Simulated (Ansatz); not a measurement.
# How far is this BeTe from the hull?

The calculation used DFT PBE, scalar-relativistic, plane waves, PAW in Ansatz 0.2.0. All cells share a 420 eV cutoff and Γ-centred k meshes spaced at most about 0.3 Å⁻¹ (about 0.25 or finer for metals, 2π included). No spin polarisation.

Energies over the elements count from the elements' standard structures at the same level, with no fitted energy shifts.

Temperature and zero-point effects are left out. Spin–orbit coupling, which can matter for Te, is left out. The reference form of Te is held partly by dispersion forces, which this level lacks.

The competitors are the elements and 1 reference phase of this chemical system (from databases or known types: BeTe), relaxed at the same level; other known phases may be missing.

The candidate was reached from: 4-connected net, two elements alternating.

```
CELL_PARAMETERS angstrom
7.56189 0.00000 0.00000
0.00000 5.37646 0.00000
0.00000 0.00000 3.81783
ATOMIC_POSITIONS crystal
Be 0.75000 0.00000 0.49251
Be 0.00000 0.50000 0.00000
Be 0.25000 0.00000 0.50749
Be 0.50000 0.50000 0.00000
Te 0.75000 0.50000 0.55149
Te 0.00000 0.00000 0.00000
Te 0.25000 0.50000 0.44851
Te 0.50000 0.00000 0.00000
```

Question: Is it stable, and against what?

Answer: Not the lowest form: another structure of the same formula lies lower. Its formation energy is 0.151 eV/atom. The lowest competing phase at this composition is this:

```tsv
phase	space group	source	share of atoms	ΔE_f (eV/atom)
BeTe	F-43m (No. 216)	COD	1.0000	-0.361
```

The candidate lies 0.51 eV/atom above this phase. The candidate matches no cell in the subsets of the Crystallography Open Database and the Materials Project at hand. A phase this far over the hull is unlikely to be made.
